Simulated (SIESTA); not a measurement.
Something may be wrong with this SIESTA 5.4.2 calculation of Y.

The input Y.fdf:

```
SystemName                      Y
SystemLabel                     Y
NumberOfSpecies                 1
NumberOfAtoms                   1
%block ChemicalSpeciesLabel
  1  39 Y
%endblock ChemicalSpeciesLabel

LatticeConstant                 1.0 Ang
%block LatticeVectors
     0.0000000000     2.5519910612     2.5519910612
     2.5519910612     0.0000000000     2.5519910612
     2.5519910612     2.5519910612     0.0000000000
%endblock LatticeVectors
AtomicCoordinatesFormat         Fractional
%block AtomicCoordinatesAndAtomicSpecies
     0.0000000000     0.0000000000     0.0000000000  1  Y
%endblock AtomicCoordinatesAndAtomicSpecies

%block kgrid.MonkhorstPack
    9   0   0  0.0
    0   9   0  0.0
    0   0   9  0.0
%endblock kgrid.MonkhorstPack
XC.Functional                   GGA
XC.Authors                      HSE06
PAO.BasisSize                   DZP
PAO.EnergyShift                 0.003 Ry
Mesh.Cutoff                     800 Ry
OccupationFunction              FD
ElectronicTemperature           0.05 eV
MaxSCFIterations                50
SCF.MustConverge                false
SCF.Mixer.Method                Pulay
SCF.Mixer.Weight                0.25
SCF.Mixer.History               8
SCF.DM.Tolerance                5.0e-05
SCF.H.Tolerance                 1.0e-03 eV
WriteForces                     true
Charge.Mulliken                 end
%block PAO.Basis
  Y 5
  n=4 0 2
    3.677 0.000
  n=5 0 2
    9.467 0.000
  n=4 1 2
    4.308 0.000
  n=5 1 1
    9.467
  n=4 2 2
    8.361 0.000
%endblock PAO.Basis
```

Potentials or basis: PseudoDojo 0.4 standard (PBE files), DZP (energy shift 0.003 Ry; two zetas on semicore shells).

The run is started by

```console
$ siesta Y.fdf > Y.out 2>&1
```

Y.out:

```text
Version         : 5.4.2

                           ***********************
                           *  WELCOME TO SIESTA  *
                           ***********************

 NOTE: Siesta V5 introduces some new defaults for basis-set generation
 NOTE: which might lead to slightly different numerical results.
 NOTE: Please see the manual for full details and compatibility measures.

reinit: Reading from file Y.fdf

reinit: -----------------------------------------------------------------------
reinit: System Name: Y
reinit: -----------------------------------------------------------------------
reinit: System Label: Y
reinit: -----------------------------------------------------------------------

initatom: Reading input for the pseudopotentials and atomic orbitals ----------
Species number:   1 Atomic number:   39 Label: Y

Ground state valence configuration (from tables):   5s02  5p00  4d01  4f00

---- Processing specs for species: Y
Reading pseudopotential information in PSML from:
  Y.psml
PSML file version: 1.1
Using libxc ids:  101 130
GGA--PBE XC_GGA_X_PBE--XC_GGA_C_PBE pb
Semicore shell(s) with  8 electrons included in the valence for Y
[... 470 lines left out ...]

siesta: Stress tensor (static) (eV/Ang**3):
siesta:    -0.048851   -0.000001   -0.000001
siesta:    -0.000001   -0.048851   -0.000001
siesta:    -0.000001   -0.000001   -0.048851

siesta: Cell volume =         33.240492 Ang**3

siesta: Pressure (static):
siesta:                Solid            Molecule  Units
siesta:           0.00053205          0.00053205  Ry/Bohr**3
siesta:           0.04885094          0.04885094  eV/Ang**3
siesta:          78.26783271         78.26783271  kBar

Basis Enthalpy Calculation:
    Basis Pressure for species 1(Y) :      0.2000000 GPa

    Orbital volume contribution        =           2.265983 eV
    (Free)E + p_basis*V_orbitals       =       -1063.855245 eV
    (Free)Eharris+ p_basis*V_orbitals  =       -1063.855245 eV

mulliken: Atomic and Orbital Populations:

Species: Y
Atom  Qatom  Qorb
               4s      4s      5s      5s      4py     4pz     4px     4py
               4pz     4px     5py     5pz     5px     4dxy    4dyz    4dz2
               4dxz    4dx2-y2 4dxy    4dyz    4dz2    4dxz    4dx2-y2
   1 11.000   1.925  -0.008   0.383   0.251   2.032   2.032   2.032  -0.014
             -0.014  -0.014   0.218   0.218   0.218   0.474   0.474   0.370

              0.474   0.370  -0.111  -0.111  -0.044  -0.111  -0.044

mulliken: Qtot =       11.000

Mulliken Atomic Populations:
Atom #   charge [q] valence [e]  Species
     1     0.000000   11.000000  Y
 Total     0.000000

Job completed
```

Diagnose the run.

The run converged. The input holds a flaw that was put in on purpose: hybrid's name, of which only the semilocal part is applied (XC.Mix = left out; XC.Functional = GGA; XC.Authors = HSE06). The program doesn't stop on it, so the numbers can't be trusted though the run ends normally.
